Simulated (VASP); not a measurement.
# Os (Im-3m) in VASP: RPA correlation energy with PBE

Aim: the RPA correlation energy of Os with PBE.

Everything below comes from runs of VASP 6.6.1. Logs are shortened: lines on timing, memory, paths and dates and some standing lists are left out, and cuts for length are marked.

### 1 The structure

Symmetry: Im-3m, No. 229, cubic system. The conventional cell has a = 3.064 Å, b = 3.064 Å, c = 3.064 Å, α = 90.00°, β = 90.00°, γ = 90.00°. Os (site symmetry m-3m) is surrounded by 8 Os at 2.65 Å.

This isn't the form of Os at room conditions, which is hcp.

### 2 RPA correlation energy, PBE

The input, POSCAR:

```
Os
1.0
   -1.5319200000      1.5319200000      1.5319200000
    1.5319200000     -1.5319200000      1.5319200000
    1.5319200000      1.5319200000     -1.5319200000
Os
1
Direct
    0.0000000000      0.0000000000      0.0000000000
```

The input, INCAR.step1:

```
PREC     = Accurate       # precision mode
ENCUT    = 450            # plane-wave cutoff, eV
EDIFF    = 1E-8           # SCF threshold, eV
ISMEAR   = 0              # smearing method
SIGMA    = 0.05           # smearing width, eV
LREAL    = False          # projectors in reciprocal space
LASPH    = True           # aspherical terms in the spheres
NELM     = 60             # most SCF steps
ALGO     = Normal         # electronic algorithm
LWAVE    = True           # write WAVECAR
LCHARG   = False          # write CHGCAR
GGA      = PE             # functional
```

The input, INCAR.step2:

```
PREC     = Accurate       # precision mode
ENCUT    = 450            # plane-wave cutoff, eV
EDIFF    = 1E-8           # SCF threshold, eV
ISMEAR   = 0              # smearing method
SIGMA    = 0.05           # smearing width, eV
LREAL    = False          # projectors in reciprocal space
LASPH    = True           # aspherical terms in the spheres
NELM     = 1              # most SCF steps
ALGO     = EIGENVAL       # electronic algorithm
LWAVE    = False          # write WAVECAR
LCHARG   = False          # write CHGCAR
GGA      = PE             # functional
LHFCALC  = True           # exact exchange
AEXX     = 1.0            # exact-exchange fraction
ALDAC    = 0.0          
AGGAC    = 0.0          
ISTART   = 1            
PRECFOCK = Fast
```

The input, INCAR.step3:

```
PREC     = Accurate       # precision mode
ENCUT    = 450            # plane-wave cutoff, eV
EDIFF    = 1E-8           # SCF threshold, eV
ISMEAR   = 0              # smearing method
SIGMA    = 0.05           # smearing width, eV
LREAL    = False          # projectors in reciprocal space
LASPH    = True           # aspherical terms in the spheres
NELM     = 1              # most SCF steps
ALGO     = Exact          # electronic algorithm
LWAVE    = True           # write WAVECAR
LCHARG   = False          # write CHGCAR
GGA      = PE             # functional
NBANDS   = 325            # bands
LOPTICS  = True           # frequency-dependent dielectric function
ISTART   = 1
```

The input, INCAR.step4:

```
PREC     = Accurate       # precision mode
ENCUT    = 450            # plane-wave cutoff, eV
EDIFF    = 1E-8           # SCF threshold, eV
ISMEAR   = 0              # smearing method
SIGMA    = 0.05           # smearing width, eV
LREAL    = False          # projectors in reciprocal space
LASPH    = True           # aspherical terms in the spheres
NELM     = 60             # most SCF steps
ALGO     = ACFDT          # electronic algorithm
LWAVE    = False          # write WAVECAR
LCHARG   = False          # write CHGCAR
GGA      = PE             # functional
NBANDS   = 325            # bands
ENCUTGW  = 250            # cutoff of the response function
NOMEGA   = 12             # frequency points
ISTART   = 1            
PRECFOCK = Fast
```

The input, KPOINTS:

```
regular mesh
0
Gamma
  8 8 8
```

Potentials or basis: VASP PAW PBE potentials, release 64 (Os_sv_GW).

Run with:

```
cat potpaw_PBE.64/Os_sv_GW/POTCAR > POTCAR
cp INCAR.step1 INCAR
mpirun -np 1 vasp_std > vasp.out
cp INCAR.step2 INCAR
mpirun -np 1 vasp_std > vasp.out
cp INCAR.step3 INCAR
mpirun -np 1 vasp_std > vasp.out
cp INCAR.step4 INCAR
mpirun -np 1 vasp_std > vasp.out
```

OUTCAR:

```text
PREC = Accurate
   ENCUT = 450
   EDIFF = 1E-8
   ISMEAR = 0
   LREAL = False
   LASPH = True
   NELM = 60
   GGA = PE
   ENCUTGW = 250
   ISTART = 1
   PRECFOCK = Fast

 ion  position               nearest neighbor table
   1  0.000  0.000  0.000-

  LATTYP: Found a body centered cubic cell.
 ALAT       =     3.0638400000

  Lattice vectors:

 A1 = (  -1.5319200000,   1.5319200000,   1.5319200000)
 A2 = (   1.5319200000,  -1.5319200000,   1.5319200000)
 A3 = (   1.5319200000,   1.5319200000,  -1.5319200000)

Analysis of symmetry for initial positions (statically):
=====================================================================
 Subroutine PRICEL returns:
 Original cell was already a primitive cell.

 Routine SETGRP: Setting up the symmetry group for a
 body centered cubic supercell.

 Subroutine GETGRP returns: Found 48 space group operations
 (whereof 48 operations were pure point group operations)
 out of a pool of 48 trial point group operations.

The static configuration has the point symmetry O_h .

Analysis of symmetry for dynamics (positions and initial velocities):
=====================================================================
 Subroutine PRICEL returns:
 Original cell was already a primitive cell.

 Routine SETGRP: Setting up the symmetry group for a
 body centered cubic supercell.

 Subroutine GETGRP returns: Found 48 space group operations
 (whereof 48 operations were pure point group operations)
 out of a pool of 48 trial point group operations.

The dynamic configuration has the point symmetry O_h .

 Subroutine INISYM returns: Found 48 space group operations
 (whereof 48 operations are pure point group operations),
 and found     1 'primitive' translations

----------------------------------------------------------------------------------------

                                     Primitive cell

  volume of cell :      14.3803

  direct lattice vectors                    reciprocal lattice vectors
    -1.531920000  1.531920000  1.531920000     0.000000000  0.326387801  0.326387801
     1.531920000 -1.531920000  1.531920000     0.326387801  0.000000000  0.326387801
     1.531920000  1.531920000 -1.531920000     0.326387801  0.326387801  0.000000000

  length of vectors
     2.653363273  2.653363273  2.653363273     0.461582055  0.461582055  0.461582055

  position of ions in fractional coordinates (direct lattice)
     0.000000000  0.000000000  0.000000000

  ion indices of the primitive-cell ions
   primitive index   ion index
                 1           1

----------------------------------------------------------------------------------------

 KPOINTS: regular mesh

Automatic generation of k-mesh.
 Grid dimensions read from file:
 generate k-points for:    8    8    8

 Generating k-lattice:

  Cartesian coordinates                     Fractional coordinates (reciprocal lattice)
     0.000000000  0.040798475  0.040798475     0.125000000  0.000000000  0.000000000
     0.040798475  0.000000000  0.040798475     0.000000000  0.125000000  0.000000000
     0.040798475  0.040798475  0.000000000     0.000000000  0.000000000  0.125000000

  Length of vectors
     0.057697757  0.057697757  0.057697757

  Shift w.r.t. Gamma in fractional coordinates (k-lattice)
     0.000000000  0.000000000  0.000000000

 Subroutine IBZKPT returns following result:
 ===========================================

 Found     29 irreducible k-points:

 Following reciprocal coordinates:
            Coordinates               Weight
  0.000000  0.000000  0.000000      1.000000
  0.125000  0.000000  0.000000     12.000000
  0.250000  0.000000  0.000000     12.000000
  0.375000  0.000000  0.000000     12.000000
  0.500000  0.000000  0.000000      6.000000
  0.125000  0.125000  0.000000     24.000000
[... 16 lines left out ...]
 -0.250000  0.250000  0.250000      6.000000
 -0.375000  0.375000  0.250000     24.000000
 [... further k-points ...]
   k-points           NKPTS =     29   k-points in BZ     NKDIM =    512   number of bands    NBANDS=    325
   number of dos      NEDOS =    301   number of ions     NIONS =      1
   total plane-waves  NPLWV =   5832
   dimension x,y,z NGX =    18 NGY =   18 NGZ =   18
   dimension x,y,z NGXF=    36 NGYF=   36 NGZF=   36
   ions per type =               1
   NGX,Y,Z   is equivalent  to a cutoff of  11.28, 11.28, 11.28 a.u.
   NGXF,Y,Z  is equivalent  to a cutoff of  22.56, 22.56, 22.56 a.u.
 SYSTEM =  unknown system
   PREC   = accura    normal or accurate (medium, high low for compatibility)
   ISTART =      1    job   : 0-new  1-cont  2-samecut
   ICHARG =      0    charge: 1-file 2-atom 10-const
   ISPIN  =      1    spin polarized calculation?
   LNONCOLLINEAR =      F non collinear calculations
   LSORBIT =      F    spin-orbit coupling
   LASPH  =      T    aspherical Exc in radial PAW
   ENCUT  =  450.0 eV  33.07 Ry    5.75 a.u.   4.59  4.59  4.59*2*pi/ulx,y,z
   NELM   =     60;   NELMIN=  2; NELMDL=  0     # of ELM steps
   EDIFF  = 0.1E-07   stopping-criterion for ELM
   LREAL  =      F    real-space projection
   EDIFFG = 0.1E-06   stopping-criterion for IOM
   NSW    =      0    number of steps for IOM
   IBRION =     -1    ionic relax: 0-MD 1-quasi-New 2-CG
   NFREE  =      0    steps in history (QN), initial steepest desc. (CG)
   ISIF   =      0    stress and relaxation
   ISYM   =      3    0-nonsym 1-usesym 2-fastsym
   POTIM  = 0.5000    time-step for ionic-motion
   TEBEG  =    0.0;   TEEND  =   0.0 temperature during run
   PSTRESS=    0.0 pullay stress
   NELECT =      16.0000    total number of electrons
   NUPDOWN=      -1.0000    fix difference up-down
   EMIN   =  10.00;   EMAX   =-10.00  energy-range for DOS
   EFERMI =   0.00;   METHOD = LEGACY
   ISMEAR =     0;   SIGMA  =   0.05  broadening in eV -4-tet -1-fermi 0-gaus
   EFERMI_NEDOS =   21; number of points for ismear=-14 and -15
   IALGO  =     38    algorithm
   IMIX   =      4    mixing-type and parameters
     AMIX     =   0.40;   BMIX     =  1.00
     AMIX_MAG =   1.60;   BMIX_MAG =  1.00
  volume/ion in A,a.u.               =      14.38        97.04
  Fermi-wavevector in a.u.,A,eV,Ry     =   1.696389  3.205710 39.153963  2.877735
  Thomas-Fermi vector in A             =   2.777260
   LORBIT       =      0    0 simple, 1 ext, 2 COOP (PROOUT), +10 PAW based schemes
   GGA     = PE    functional components
   LHFCALC =     T    Hartree Fock is set to
   PRECFOCK=fast      Normal, Fast or Accurate (Low or Medium for compatibility)
   ENCUT4O =  -1.0   cutoff for four orbital integrals eV
   NKREDX  =     1    reduce k-point grid by
   NKREDY  =     1    reduce k-point grid by
   NKREDZ  =     1    reduce k-point grid by
   AEXX    =    1.0000 exact exchange contribution
   HFSCREEN=    0.0000 screening length (either q_TF or 0.3 A-1)
   HFSCREENC=   0.0000 screening length for correlation (either q_TF or 0.3 A-1)
   ENCUTFOCK=  -1.0 apply spherical cutoff to Coloumb kernel
   IVDW    =     0    specifies the selected vdW correction
   LEPSILON=     F    determine dielectric tensor
   LRPA    =     F    only Hartree local field effects (RPA)
   LRPAFORCE           =     F    calculate RPA forces
   ENCUTGW             = 250.0    cutoff for response function in eV
   ENCUTGWSOFT         = 200.0    soft cutoff for Coulomb kernel in GW response function in eV
   ENCUTLF             =  -1.0    cutoff for local field effects
   NELMGW              =     1    number of iterations in solving QP/BSE equation
   NELMHF              =     1    number of iterations in the inner HF iteration
   NKREDLFX            =     1    NKREDLFY  =   1   NKREDLFZ  =   1
 non-spin polarized calculation
 Gauss-broadening in eV      SIGMA  =   0.05
  energy-cutoff  :      450.00
  volume of cell :       14.38
 maximum number of plane-waves:       325
  NGX = 12; NGY = 12; NGZ = 12
   NGX =  9   NGY =  9   NGZ =  9
 maximum number of plane-waves:       140

      cutoff energy     smooth cutoff   RPA   correlation   Hartree contr. to MP2
---------------------------------------------------------------------------------
            250.000           200.000      -27.0192386379      -84.8160133649
            238.095           190.476      -26.7384203527      -84.4937823982
            226.757           181.406      -26.4507200642      -84.1617064000
            215.959           172.768      -26.1572330843      -83.8219294746
            205.676           164.541      -25.8594060388      -83.4768560691
            195.882           156.705      -25.5578954439      -83.1275718227
            186.554           149.243      -25.2535342096      -82.7749725528
            177.670           142.136      -24.9468993030      -82.4194300770
  linear regression
  converged value                          -30.0554538151      -88.3315242653
```

It took 45 min on 1 thread of Intel Xeon Platinum 8375C at 2.90GHz (Ice Lake), shared host; peak memory 1.1 GiB.

Results:

| Item | Value |
| --- | --- |
| Band gap on the k mesh, mean-field level | none (metal or under the smearing width) |
| RPA correlation energy | -30.055 eV/atom |
| RPA total energy per cell | -44.288 eV |
| RPA correlation energy per cell | -30.055 eV |

Caveat: the k mesh is coarse (spacing up to 0.36 Å⁻¹), so the values aren't converged; the ground state has no gap, which makes the many-body step unreliable. The run has no spin-orbit coupling, so splittings on Os are missing.
